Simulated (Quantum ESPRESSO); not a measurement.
# PbS (Cmcm) in Quantum ESPRESSO: further runs

Runs on PbS. Level: PBEsol. Tasks: single point, equation of state.

All numbers are computed with Quantum ESPRESSO 7.5; they aren't measurements. Logs are shortened: lines on timing, memory, paths and dates and some standing lists are left out, and cuts for length are marked.

## 1. The structure

The structure is orthorhombic, space group Cmcm (No. 63). The conventional cell has a = 4.160 Å, b = 11.983 Å, c = 4.279 Å, α = 90.00°, β = 90.00°, γ = 90.00°. Around Pb (site symmetry m2m) lie 5 S at 2.69 to 2.99 Å. Around S (site symmetry m2m) lie 5 Pb at 2.69 to 2.99 Å.

Measurements of this composition are mostly on another form, of space group No. 225.

## 2. Single point, PBEsol, 25.06 Å³/atom

pw.in

```
&CONTROL
  calculation = 'scf'
  prefix = 'pwscf'
  outdir = './tmp'
  pseudo_dir = './pseudo'
  tprnfor = .true.
  tstress = .true.
  disk_io = 'nowf'
/
&SYSTEM
  ibrav = 0
  nat = 4
  ntyp = 2
  ecutwfc = 45
  ecutrho = 360
  nbnd = 28
  occupations = 'smearing'
  smearing = 'fd'
  degauss = 0.00367493
/
&ELECTRONS
  conv_thr = 8d-10
  electron_maxstep = 120
  mixing_beta = 0.5
/
ATOMIC_SPECIES
Pb   207.2000 pb_pbesol_v1.uspp.F.UPF
S     32.0600 s_pbesol_v1.4.uspp.F.UPF
CELL_PARAMETERS angstrom
   2.0374927668   -5.8689911821    0.0000000000
   2.0374927668    5.8689911821    0.0000000000
   0.0000000000    0.0000000000    4.1919633476
ATOMIC_POSITIONS crystal
Pb     0.1305633500    0.8694366500    0.2500000000
Pb     0.8694366500    0.1305633500    0.7500000000
S      0.3547970900    0.6452029100    0.2500000000
S      0.6452029100    0.3547970900    0.7500000000
K_POINTS automatic
7 7 6 0 0 0
```

Potentials or basis: GBRV 1.5 PBEsol.

The run is started by

```
$ OMP_NUM_THREADS=1 pw.x -in pw.in > pw.out
```

pw.out:

```text
This program is part of the open-source Quantum ESPRESSO suite
     for quantum simulation of materials; please cite
         "P. Giannozzi et al., J. Phys.:Condens. Matter 21 395502 (2009);
         "P. Giannozzi et al., J. Phys.:Condens. Matter 29 465901 (2017);
         "P. Giannozzi et al., J. Chem. Phys. 152 154105 (2020);
     in publications or presentations arising from this work. More details at

     Message from routine setup:
     using ibrav=0 with symmetry is DISCOURAGED, use correct ibrav instead

     G-vector sticks info
     --------------------
     sticks:   dense  smooth     PW     G-vecs:    dense   smooth      PW
     Sum        2453    1231    387                78031    27599    4825

     Using Slab Decomposition

     bravais-lattice index     =            0
     lattice parameter (alat)  =      11.7401  a.u.
     unit-cell volume          =     676.5558 (a.u.)^3
     number of atoms/cell      =            4
     number of atomic types    =            2
     number of electrons       =        40.00
     number of Kohn-Sham states=           28
     kinetic-energy cutoff     =      45.0000  Ry
     charge density cutoff     =     360.0000  Ry
     scf convergence threshold =      8.0E-10
     mixing beta               =       0.5000
     number of iterations used =            8  plain     mixing
     Exchange-correlation= SLA  PW   PSX  PSC
                           (   1   4  10   8   0   0   0)

     celldm(1)=  11.740118  celldm(2)=   0.000000  celldm(3)=   0.000000
     celldm(4)=   0.000000  celldm(5)=   0.000000  celldm(6)=   0.000000

     crystal axes: (cart. coord. in units of alat)
               a(1) = (   0.327961  -0.944691   0.000000 )
               a(2) = (   0.327961   0.944691   0.000000 )
               a(3) = (   0.000000   0.000000   0.674752 )

     reciprocal axes: (cart. coord. in units 2 pi/alat)
               b(1) = (  1.524571 -0.529273  0.000000 )
               b(2) = (  1.524571  0.529273 -0.000000 )
               b(3) = ( -0.000000  0.000000  1.482027 )

     PseudoPot. # 1 for Pb read from file:
     pb_pbesol_v1.uspp.F.UPF
     Pseudo is Ultrasoft + core correction, Zval = 14.0
     Generated by new atomic code, or converted to UPF format
     Using radial grid of  899 points,  6 beta functions with:
                l(1) =   0
                l(2) =   0
                l(3) =   1
                l(4) =   1
                l(5) =   2
                l(6) =   2
     Q(r) pseudized with  6 coefficients,  rinner =    1.000   1.000   1.000
                                                       1.000   1.000

     PseudoPot. # 2 for S  read from file:
     s_pbesol_v1.4.uspp.F.UPF
     Pseudo is Ultrasoft + core correction, Zval =  6.0
     Generated by new atomic code, or converted to UPF format
     Using radial grid of  907 points,  6 beta functions with:
                l(1) =   0
                l(2) =   0
                l(3) =   1
                l(4) =   1
                l(5) =   2
                l(6) =   2
     Q(r) pseudized with  8 coefficients,  rinner =    1.300   1.300   1.300
                                                       1.300   1.300

     atomic species   valence    mass     pseudopotential
     Pb               14.00   207.20000     Pb( 1.00)
     S                 6.00    32.06000     S ( 1.00)

      8 Sym. Ops., with inversion, found ( 4 have fractional translation)

   Cartesian axes

     site n.     atom                  positions (alat units)
         1        Pb     tau(   1) = (   0.3279612   0.6980071   0.1686879  )
         2        Pb     tau(   2) = (   0.3279612  -0.6980071   0.5060637  )
         3        S      tau(   3) = (   0.3279612   0.2743438   0.1686879  )
         4        S      tau(   4) = (   0.3279612  -0.2743438   0.5060637  )

     number of k points=    64  Fermi-Dirac smearing, width (Ry)=  0.0037
                       cart. coord. in units 2pi/alat
        k(    1) = (   0.0000000   0.0000000   0.0000000), wk =   0.0068027
        k(    2) = (   0.0000000   0.0000000   0.2470045), wk =   0.0136054
        k(    3) = (   0.0000000   0.0000000   0.4940090), wk =   0.0136054
        k(    4) = (   0.0000000   0.0000000  -0.7410135), wk =   0.0068027
        k(    5) = (   0.2177958   0.0756105   0.0000000), wk =   0.0272109
        k(    6) = (   0.2177958   0.0756105   0.2470045), wk =   0.0544218
[... 56 lines left out ...]
        k(   63) = (  -0.0000000  -0.4536630   0.4940090), wk =   0.0272109
        k(   64) = (  -0.0000000  -0.4536630  -0.7410135), wk =   0.0136054

     Dense  grid:    78031 G-vectors     FFT dimensions: (  72,  72,  48)

     Smooth grid:    27599 G-vectors     FFT dimensions: (  54,  54,  36)

     Check: negative core charge=   -0.000002

     Initial potential from superposition of free atoms

     starting charge      39.9957, renormalised to      40.0000

     negative rho (up, down):  3.240E-02 0.000E+00
     Starting wfcs are   26 randomized atomic wfcs +    2 random wfcs

     Self-consistent Calculation

     iteration #  1     ecut=    45.00 Ry     beta= 0.50
     Davidson diagonalization with overlap
     ethr =  1.00E-02,  avg # of iterations =  3.9

     Threshold (ethr) on eigenvalues was too large:
     Diagonalizing with lowered threshold

     Davidson diagonalization with overlap
     ethr =  5.29E-04,  avg # of iterations =  1.2

     negative rho (up, down):  3.109E-02 0.000E+00

     total energy              =    -375.88631892 Ry
     estimated scf accuracy    <       0.20701748 Ry

     iteration #  2     ecut=    45.00 Ry     beta= 0.50
     Davidson diagonalization with overlap
     ethr =  5.18E-04,  avg # of iterations =  2.0

     negative rho (up, down):  3.157E-02 0.000E+00

     total energy              =    -375.94178137 Ry
     estimated scf accuracy    <       0.03488779 Ry

     iteration #  3     ecut=    45.00 Ry     beta= 0.50
     Davidson diagonalization with overlap
     ethr =  8.72E-05,  avg # of iterations =  2.8
[... 73 lines left out ...]
     iteration # 10     ecut=    45.00 Ry     beta= 0.50
     Davidson diagonalization with overlap
     ethr =  8.56E-12,  avg # of iterations =  8.0

     negative rho (up, down):  3.195E-02 0.000E+00

     total energy              =    -375.94871996 Ry
     estimated scf accuracy    <          1.7E-09 Ry

     iteration # 11     ecut=    45.00 Ry     beta= 0.50
     Davidson diagonalization with overlap
     ethr =  4.17E-12,  avg # of iterations =  3.5

     negative rho (up, down):  3.195E-02 0.000E+00

     End of self-consistent calculation

          k = 0.0000 0.0000 0.0000 (  3443 PWs)   bands (ev):

    -7.9919  -7.8421  -7.8283  -7.8270  -7.7865  -7.7791  -7.7680  -7.7600
    -7.7394  -7.6847  -5.0237  -2.9107   1.5472   2.6981   3.7977   5.1570
     5.7659   6.5552   6.7523   7.8779  12.8826  13.2074  13.4145  14.2349
    14.4315  14.4604  14.7461  15.3120

          k = 0.0000 0.0000 0.2470 (  3453 PWs)   bands (ev):

    -7.9689  -7.8438  -7.8323  -7.8094  -7.7929  -7.7894  -7.7789  -7.7454
    -7.7336  -7.6987  -4.8489  -2.9215   1.0509   2.2407   3.9621   5.6532
     5.9875   6.7429   7.1851   7.7007  12.4632  12.6306  12.8284  13.4430
    13.6842  13.7660  14.5332  16.1472

          k = 0.0000 0.0000 0.4940 (  3473 PWs)   bands (ev):

    -7.9188  -7.8531  -7.8193  -7.8148  -7.8137  -7.7831  -7.7698  -7.7341
    -7.7313  -7.7281  -4.3532  -3.1063   0.4335   1.3048   4.5324   6.0733
     6.5707   7.1442   7.6334   8.0282  10.9485  11.1476  11.4161  12.1644
    13.4973  13.6793  15.8972  17.0745
[... 360 lines left out ...]
    -7.9237  -7.8574  -7.8132  -7.8015  -7.8000  -7.7855  -7.7572  -7.7522
    -7.7395  -7.7248  -4.2392  -3.2094   0.0925   1.0994   5.5652   6.3892
     6.6394   7.2658   7.4739   8.2968  10.1444  11.4967  11.6100  12.0168
    12.4680  13.1616  15.9806  16.9956

          k =-0.0000-0.3024-0.7410 (  3456 PWs)   bands (ev):

    -7.8854  -7.8854  -7.8152  -7.8152  -7.7843  -7.7843  -7.7485  -7.7485
    -7.7373  -7.7373  -3.6229  -3.6229   0.2345   0.2345   6.2706   6.2706
     7.0925   7.0925   8.1214   8.1214  10.3872  10.3872  11.4160  11.4160
    12.3045  12.3045  17.1029  17.1031

          k = 1.3068-0.0000 0.0000 (  3468 PWs)   bands (ev):

    -7.9625  -7.8265  -7.8220  -7.8026  -7.7897  -7.7855  -7.7725  -7.7699
    -7.7315  -7.7161  -4.6216  -3.3688   0.5234   2.5992   5.6083   5.6843
     6.3809   6.4785   7.2525   7.8640   9.4606  12.3111  12.7865  12.9851
    13.7200  14.5770  14.6036  16.1177

          k = 1.3068-0.0000 0.2470 (  3445 PWs)   bands (ev):

    -7.9520  -7.8302  -7.8101  -7.8100  -7.7914  -7.7870  -7.7750  -7.7614
    -7.7374  -7.7196  -4.4596  -3.2984   0.3374   2.0995   4.9722   6.2666
     6.5128   6.6285   7.8524   7.9111   9.6693  10.9527  12.6832  12.6855
    13.4483  14.4361  15.5537  16.1258

          k = 1.3068-0.0000 0.4940 (  3432 PWs)   bands (ev):

    -7.9282  -7.8633  -7.8201  -7.8010  -7.7875  -7.7764  -7.7677  -7.7512
    -7.7402  -7.7283  -4.0215  -3.2296   0.0170   1.0603   5.0762   6.4680
     6.7362   7.2170   7.6933   8.0754   9.8828  10.5830  11.6813  12.0099
    13.6879  13.6996  15.2747  16.5536

          k = 1.3068-0.0000-0.7410 (  3426 PWs)   bands (ev):

    -7.8992  -7.8992  -7.8176  -7.8176  -7.7763  -7.7763  -7.7522  -7.7522
    -7.7339  -7.7339  -3.4929  -3.4929   0.2073   0.2073   5.8545   5.8545
     7.0491   7.0491   7.9566   7.9566   9.9663   9.9663  12.3379  12.3379
    12.8592  12.8592  15.5670  15.5670

          k =-0.0000-0.4537 0.0000 (  3466 PWs)   bands (ev):

    -7.9797  -7.8353  -7.8183  -7.7970  -7.7904  -7.7873  -7.7814  -7.7567
    -7.7340  -7.7103  -4.7655  -3.3986   0.8589   2.9341   5.4440   5.4804
     6.1493   6.3518   6.9191   7.9246   9.6996  12.8700  13.0123  13.5567
    14.0935  14.9150  15.3372  15.7309

          k =-0.0000-0.4537 0.2470 (  3454 PWs)   bands (ev):

    -7.9632  -7.8306  -7.8163  -7.7994  -7.7975  -7.7839  -7.7682  -7.7641
    -7.7390  -7.7143  -4.6044  -3.3339   0.4949   2.2101   5.6787   5.7565
     6.2313   7.0674   7.2028   7.9017   9.8568  11.3442  13.0647  13.1272
    14.1047  14.1937  15.0278  15.8163

          k =-0.0000-0.4537 0.4940 (  3446 PWs)   bands (ev):

    -7.9266  -7.8563  -7.8083  -7.7949  -7.7948  -7.7858  -7.7606  -7.7506
    -7.7449  -7.7261  -4.1591  -3.2870  -0.0504   0.9835   6.3122   6.3440
     6.7514   7.3081   7.6894   8.4377   9.7480  10.3652  11.7511  12.3077
    12.6351  13.0293  16.1505  16.6639

          k =-0.0000-0.4537-0.7410 (  3438 PWs)   bands (ev):

    -7.8894  -7.8894  -7.8091  -7.8091  -7.7837  -7.7837  -7.7433  -7.7433
    -7.7422  -7.7422  -3.5972  -3.5972   0.0788   0.0788   6.9363   6.9363
     7.0544   7.0544   7.9373   7.9373  10.2655  10.2655  11.5863  11.5863
    11.8745  11.8745  16.9869  16.9893

     the Fermi energy is     8.9733 ev

!    total energy              =    -375.94871996 Ry
     estimated scf accuracy    <          1.5E-10 Ry
     smearing contrib. (-TS)   =      -0.00000007 Ry
     internal energy E=F+TS    =    -375.94871988 Ry

     The total energy is F=E-TS. E is the sum of the following terms:
     one-electron contribution =     -72.64607330 Ry
     hartree contribution      =      63.10575841 Ry
     xc contribution           =    -142.87469795 Ry
     ewald contribution        =    -223.53370704 Ry

     convergence has been achieved in  11 iterations

     negative rho (up, down):  3.195E-02 0.000E+00

     Forces acting on atoms (cartesian axes, Ry/au):

     atom    1 type  1   force =     0.00000000    0.01370601    0.00000000
     atom    2 type  1   force =     0.00000000   -0.01370601    0.00000000
     atom    3 type  2   force =     0.00000000   -0.01002712    0.00000000
     atom    4 type  2   force =    -0.00000000    0.01002712    0.00000000

     Total force =     0.024017     Total SCF correction =     0.000056

     Computing stress (Cartesian axis) and pressure

     negative rho (up, down):  3.195E-02 0.000E+00
          total   stress  (Ry/bohr**3)                   (kbar)     P=       14.60
   0.00009578   0.00000000   0.00000000           14.09        0.00        0.00
  -0.00000000   0.00011986   0.00000000           -0.00       17.63        0.00
   0.00000000   0.00000000   0.00008201            0.00        0.00       12.06

=------------------------------------------------------------------------------=
   JOB DONE.
=------------------------------------------------------------------------------=
```

It took 4.1 min on 1 thread of Arm Neoverse V1, shared host; peak memory 0.4 GiB.

What came out:

- Free energy: -5115.0429 eV
- Pressure: 1.5 GPa
- Largest force: 0.352 eV/Å
- Band gap on the k mesh: 1.02 eV, indirect (least direct gap 1.31 eV)

Caveat: spin-orbit coupling is left out, which as a rule narrows the gap of such compounds by several tenths of an eV; an odd mesh through Γ misses points on the zone boundary, where band edges often lie.

## 3. Single point, PBEsol, 25.60 Å³/atom

pw.in, as its differences from that of step 2:

```diff
@@ -29,5 +29,5 @@
 CELL_PARAMETERS angstrom
-   2.0374927668   -5.8689911821    0.0000000000
-   2.0374927668    5.8689911821    0.0000000000
-   0.0000000000    0.0000000000    4.1919633476
+   2.0518417802   -5.9103234677    0.0000000000
+   2.0518417802    5.9103234677    0.0000000000
+   0.0000000000    0.0000000000    4.2214851889
 ATOMIC_POSITIONS crystal
```

Potentials or basis: GBRV 1.5 PBEsol.

The run is started by

```
$ OMP_NUM_THREADS=1 pw.x -in pw.in > pw.out
```

Run time: 4.4 min. Hardware: 1 thread of Arm Neoverse V1, shared host; peak memory 0.41 GiB.

Results (log left out):

| Property | Result |
| --- | --- |
| Free energy | -5115.0543 eV |
| Pressure | 0.2 GPa |
| Largest force | 0.208 eV/Å |
| Band gap on the k mesh | 1.08 eV, indirect (least direct gap 1.34 eV) |

Caveat: spin-orbit coupling is left out, which as a rule narrows the gap of such compounds by several tenths of an eV; an odd mesh through Γ misses points on the zone boundary, where band edges often lie.

## 4. Single point, PBEsol, 26.13 Å³/atom

pw.in, as its differences from that of step 3:

```diff
@@ -29,5 +29,5 @@
 CELL_PARAMETERS angstrom
-   2.0518417802   -5.9103234677    0.0000000000
-   2.0518417802    5.9103234677    0.0000000000
-   0.0000000000    0.0000000000    4.2214851889
+   2.0659928603   -5.9510856073    0.0000000000
+   2.0659928603    5.9510856073    0.0000000000
+   0.0000000000    0.0000000000    4.2505997999
 ATOMIC_POSITIONS crystal
```

The run is started by

```
$ OMP_NUM_THREADS=1 pw.x -in pw.in > pw.out
```

It took 4.4 min on 1 thread of Arm Neoverse V1, shared host; peak memory 0.42 GiB.

The run converged. Its results:

```yaml
Free_energy: -5115.0493 eV
Pressure: -1.0 GPa
Largest_force: 0.083 eV/Å
Band_gap_on_the_k_mesh: 1.12 eV, indirect (least direct gap 1.35 eV)
```

Caveat: spin-orbit coupling is left out, which as a rule narrows the gap of such compounds by several tenths of an eV; an odd mesh through Γ misses points on the zone boundary, where band edges often lie.

## 5. Single point, PBEsol, 26.66 Å³/atom

pw.in, as its differences from that of step 4:

```diff
@@ -29,5 +29,5 @@
 CELL_PARAMETERS angstrom
-   2.0659928603   -5.9510856073    0.0000000000
-   2.0659928603    5.9510856073    0.0000000000
-   0.0000000000    0.0000000000    4.2505997999
+   2.0799526950   -5.9912968650    0.0000000000
+   2.0799526950    5.9912968650    0.0000000000
+   0.0000000000    0.0000000000    4.2793209400
 ATOMIC_POSITIONS crystal
```

The run is started by

```
$ OMP_NUM_THREADS=1 pw.x -in pw.in > pw.out
```

Run time: 4.4 min. Hardware: 1 thread of Arm Neoverse V1, shared host; peak memory 0.43 GiB.

The run converged. Its results:

| Property | Result |
| --- | --- |
| Free energy | -5115.0297 eV |
| Pressure | -2.0 GPa |
| Largest force | 0.050 eV/Å |
| Band gap on the k mesh | 1.17 eV, indirect (least direct gap 1.34 eV) |

Caveat: spin-orbit coupling is left out, which as a rule narrows the gap of such compounds by several tenths of an eV; an odd mesh through Γ misses points on the zone boundary, where band edges often lie.

## 6. Single point, PBEsol, 27.20 Å³/atom

pw.in, as its differences from that of step 5:

```diff
@@ -29,5 +29,5 @@
 CELL_PARAMETERS angstrom
-   2.0799526950   -5.9912968650    0.0000000000
-   2.0799526950    5.9912968650    0.0000000000
-   0.0000000000    0.0000000000    4.2793209400
+   2.0937276176   -6.0309754840    0.0000000000
+   2.0937276176    6.0309754840    0.0000000000
+   0.0000000000    0.0000000000    4.3076616397
 ATOMIC_POSITIONS crystal
```

Potentials or basis: GBRV 1.5 PBEsol.

The run is started by

```
$ OMP_NUM_THREADS=1 pw.x -in pw.in > pw.out
```

Wall time 4.1 min (1 thread of Arm Neoverse V1, shared host); peak memory 0.43 GiB.

Results (log left out):

| Item | Value |
| --- | --- |
| Free energy | -5114.9969 eV |
| Pressure | -3.0 GPa |
| Largest force | 0.167 eV/Å |
| Band gap on the k mesh | 1.21 eV, indirect (least direct gap 1.34 eV) |

Caveat: spin-orbit coupling is left out, which as a rule narrows the gap of such compounds by several tenths of an eV; an odd mesh through Γ misses points on the zone boundary, where band edges often lie.

## 7. Single point, PBEsol, 27.73 Å³/atom

pw.in, as its differences from that of step 6:

```diff
@@ -29,5 +29,5 @@
 CELL_PARAMETERS angstrom
-   2.0937276176   -6.0309754840    0.0000000000
-   2.0937276176    6.0309754840    0.0000000000
-   0.0000000000    0.0000000000    4.3076616397
+   2.1073236324   -6.0701387599    0.0000000000
+   2.1073236324    6.0701387599    0.0000000000
+   0.0000000000    0.0000000000    4.3356342523
 ATOMIC_POSITIONS crystal
```

The run is started by

```
$ OMP_NUM_THREADS=1 pw.x -in pw.in > pw.out
```

Run time: 4.5 min. Hardware: 1 thread of Arm Neoverse V1, shared host; peak memory 0.44 GiB.

It converged, with:

```yaml
Free_energy: -5114.9524 eV
Pressure: -3.8 GPa
Largest_force: 0.275 eV/Å
Band_gap_on_the_k_mesh: 1.24 eV, indirect (least direct gap 1.33 eV)
```

Caveat: spin-orbit coupling is left out, which as a rule narrows the gap of such compounds by several tenths of an eV; an odd mesh through Γ misses points on the zone boundary, where band edges often lie.

## 8. Single point, PBEsol, 28.26 Å³/atom

pw.in, as its differences from that of step 7:

```diff
@@ -29,5 +29,5 @@
 CELL_PARAMETERS angstrom
-   2.1073236324   -6.0701387599    0.0000000000
-   2.1073236324    6.0701387599    0.0000000000
-   0.0000000000    0.0000000000    4.3356342523
+   2.1207464379   -6.1088031065    0.0000000000
+   2.1207464379    6.1088031065    0.0000000000
+   0.0000000000    0.0000000000    4.3632505017
 ATOMIC_POSITIONS crystal
```

The run is started by

```
$ OMP_NUM_THREADS=1 pw.x -in pw.in > pw.out
```

It took 4.5 min on 1 thread of Arm Neoverse V1, shared host; peak memory 0.45 GiB.

It converged, with:

| Property | Result |
| --- | --- |
| Free energy | -5114.8974 eV |
| Pressure | -4.5 GPa |
| Largest force | 0.377 eV/Å |
| Band gap on the k mesh | 1.26 eV, indirect (least direct gap 1.33 eV) |

Caveat: spin-orbit coupling is left out, which as a rule narrows the gap of such compounds by several tenths of an eV; an odd mesh through Γ misses points on the zone boundary, where band edges often lie.

## 9. Equation of state, PBEsol

Potentials or basis: GBRV 1.5 PBEsol.

This step only gathers the single runs of the series.

Results:

```yaml
Equilibrium_volume: 25.69 Å³/atom
Bulk_modulus_at_fixed_shape_and_positions: 58 GPa
Pressure_derivative_of_the_bulk_modulus: 4.4
```

Energy against volume, from the lowest point:
| volume (Å³/atom) | energy (meV/atom) |
| --- | --- |
| 25.064 | 2.85 |
| 25.597 | 0.00 |
| 26.130 | 1.25 |
| 26.664 | 6.16 |
| 27.197 | 14.35 |
| 27.730 | 25.47 |
| 28.263 | 39.21 |

Caveat: the cell was scaled at fixed shape and fractional positions, which overstates the stiffness of a crystal with free parameters, most of all of layers and chains.
